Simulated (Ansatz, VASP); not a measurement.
## Al in VASP and in Ansatz

The input INCAR:

```
  PREC = Accurate
  ENCUT = 600
  EDIFF = 1E-6
  ISMEAR = 0
  SIGMA = 0.1
  LREAL = F
  LASPH = T
  NELM = 80
  ALGO = Normal
  ISIF = 3
  LWAVE = F
  LCHARG = F
  GGA = PE
  IBRION = 2
  NSW = 90
  EDIFFG = -0.04
```

File KPOINTS:

```
regular mesh
0
Gamma
  6 6 8
```

POSCAR

```
Al
1.0
    2.7662377000      0.0000000000      0.0000000000
    0.0000000000      2.7662377000      0.0000000000
    0.0000000000      0.0000000000      2.3680164500
Al
1
Direct
    0.5000000000      0.5000000000      0.5000000000
```

Input for Ansatz:

```yaml
crystal:
  lattice:
    - [2.7662377, 0.0, 0.0]
    - [0.0, 2.7662377, 0.0]
    - [0.0, 0.0, 2.36801645]
  atoms:
    - { symbol: Al, position: [0.5, 0.5, 0.5] }
basis:
  ecutwfc: 420
kpoints:
  mp_grid: { grid: [6, 6, 8] }
hamiltonian:
  xc: pbe
scf:
  occupations: { method: gaussian, width: 0.1 }
  lower_state_search: "off"
output:
  forces: true
  stress: true
  eigenvalues: true
relax:
  adjacent_minimum: "off"
  f_tol: 0.04
  max_steps: 70
  cell: { stress_tol: 0.4 }
```

Alike in both runs: task relaxation of cell and atoms; functional PBE; k mesh 6 × 6 × 8; occupations gaussian, width 0.1 eV; no spin polarisation.

|  | VASP | Ansatz |
| --- | --- | --- |
| version | VASP 6.6.1 | Ansatz 0.2.0 |
| potentials or method | VASP PAW PBE potentials, release 64 (Al) | scalar-relativistic, plane waves, PAW |
| plane-wave cutoff (eV) | 600 | 420 |
| valence electrons in the cell | 3 | 3 |

Ansatz gave:

| Property | Result |
| --- | --- |
| gap on the k mesh at the Fermi level, each at its own relaxed structure (eV) | none |
| relaxed volume (Å³/atom) | 20.31 |
| relaxed cell length with the largest relative difference (Å) | 2.763 |
| energy change over the relaxation (meV/atom) | -197 |

Question: Which values does VASP return?

Answer: gap on the k mesh at the Fermi level, each at its own relaxed structure (eV): none; relaxed volume (Å³/atom): 20.39; relaxed cell length with the largest relative difference (Å): 2.767; energy change over the relaxation (meV/atom): -197.

A gap of «none» marks a metal or a gap that the smearing closes.

Caveats: the k mesh is coarse (spacing up to 0.38 Å⁻¹), so the values aren't converged.
